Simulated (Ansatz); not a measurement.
**A computed series for CdSe: element substitutions**

The reference is CdSe in the zinc blende structure (space group F-43m, No. 216; a = 6.1964 Å).

Each row replaces one element on all its sites; cell and atoms are relaxed.

Levels (all Ansatz, a quantum-chemistry and plane-wave program, PAW, earlier PAW set): PBE (420 eV, spin-orbit coupling left out); r2SCAN (500 eV, no SOC).

The base cell above is that of PBE; each level relaxes its own structures.

```json
[
 {"case": "Se → Br", "lattice parameter a, PBE": "6.866 Å", "lattice parameter a, r2SCAN": "6.767 Å"},
 {"case": "Cd → Zn", "lattice parameter a, PBE": "5.733 Å", "lattice parameter a, r2SCAN": "5.666 Å"},
 {"case": "Se → Pb", "lattice parameter a, PBE": "6.797 Å", "lattice parameter a, r2SCAN": "6.674 Å"}
]
```

PBE lies above r2SCAN in every row, by 0.067 Å to 0.122 Å. They put the cases in the same order.

No phonon test of stability was made. As relaxed here, CdBr and CdPb are hypothetical phases, not in the database extracts checked. All final runs are without spin polarisation. An odd electron count without spin: CdBr.
